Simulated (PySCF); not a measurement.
Molecule: `OCc1ccccc1`, C$_{7}$H$_{8}$O.

Bonds (- single, = double, # triple, : aromatic): O1-C2, C2-C3, C3:C4, C4:C5, C5:C6, C6:C7, C7:C8, C8:C3. O1 carries H9; C2 carries H10, H11; C4 carries H12; C5 carries H13; C6 carries H14; C7 carries H15; C8 carries H16.

Geometry PBE0-D3(BJ)/def2-SVP throughout; GIAO in PySCF 2.14.0 with density-fitted response routines, gas phase, one conformer, non-relativistic; equivalent atoms averaged; basis pcSseg-1.

(1) How do the absolute shieldings σ depend on the functional? (a selection of nuclei; ppm; last column core-seconds on shared hosts with different chips, so compare them loosely; the GGAs took longer than the global hybrids here, which isn't the general rule, and the cause wasn't traced)

(2) Which nucleus among those listed moves most, in ppm?

## Answers

(1) 
| functional | kind | O1 | C3 | C5/C7 | C4/C8 | C2 | H12/H16 | H13/H15 | H10/H11 | H9 | core-s |
| --- | --- | --- | --- | --- | --- | --- | --- | --- | --- | --- | --- |
| LDA | LDA | 292.7 | 27.2 | 43.5 | 47.6 | 107.6 | 23.29 | 23.35 | 25.85 | 30.79 | 23 |
| PBE | GGA | 284.7 | 32.7 | 48.4 | 52.0 | 108.6 | 23.76 | 23.84 | 26.33 | 31.36 | 32 |
| BP86 | GGA | 285.6 | 32.3 | 48.2 | 51.8 | 108.4 | 23.84 | 23.92 | 26.40 | 31.39 | 29 |
| OPBE | GGA | 287.9 | 45.6 | 59.2 | 62.3 | 117.1 | 23.72 | 23.79 | 26.43 | 31.34 | 28 |
| B3LYP | global hybrid | 288.6 | 28.9 | 44.7 | 48.3 | 109.5 | 23.96 | 24.04 | 26.62 | 31.38 | 20 |
| PBE0 | global hybrid | 295.3 | 35.6 | 50.3 | 53.8 | 116.4 | 23.71 | 23.78 | 26.53 | 31.21 | 22 |
| mPW1PW91 | global hybrid | 294.3 | 34.8 | 49.4 | 52.9 | 115.7 | 23.78 | 23.85 | 26.59 | 31.25 | 19 |
| BHandHLYP | global hybrid | 299.0 | 32.6 | 47.4 | 51.0 | 118.1 | 23.91 | 24.00 | 26.79 | 31.19 | 19 |
| CAM-B3LYP | range-separated hybrid | 296.9 | 29.2 | 44.6 | 48.4 | 114.0 | 23.81 | 23.88 | 26.60 | 31.24 | 26 |
| wB97X-D | range-separated hybrid | 297.9 | 34.5 | 49.2 | 52.8 | 117.2 | 23.81 | 23.88 | 26.69 | 31.28 | 26 |

(2) C3 (substituted aromatic carbon): from 27.2 ppm with LDA to 45.6 ppm with OPBE. The smallest spread is 0.59 ppm, at H9. Proton shifts span only some 12 ppm, so a few tenths of a ppm matter as much there as several ppm in carbon.
